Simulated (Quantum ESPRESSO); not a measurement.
I:

```xyz
1
Lattice="0.0000 2.3656 3.9098 2.1922 0.0000 3.9098 2.1922 2.3656 0.0000" Properties=species:S:1:pos:R:3 pbc="T T T"
I     0.0000    0.0000    0.0000
```

Base run:

- Program: Quantum ESPRESSO 7.5
- Functional: PBE
- Potentials or basis: PseudoDojo 0.4.1 SR PBE standard
- Cutoff: 952 eV
- Density cutoff: 3810 eV
- k mesh: 9 × 9 × 9
- Occupations: fermi-dirac, width 0.05 eV
- Spin: no spin polarisation

Its results: band gap on the k mesh none (metal or under the smearing width); pressure 0.5 GPa.

Task: The run is repeated on the same cell with these changes: potentials or basis from PseudoDojo 0.4.1 SR PBE standard to PseudoDojo 0.4 FR PBE standard; spin from no spin polarisation to spin-orbit coupling, no magnetisation. What comes out?

Result: Band gap on the k mesh none (metal or under the smearing width); pressure 1.0 GPa.

Caveats: spin-orbit coupling is left out, which moves the levels of the heavy elements (some runs); an odd number of electrons without spin polarisation forces a metal (some runs); a magnetic or distorted state may lie lower (some runs).
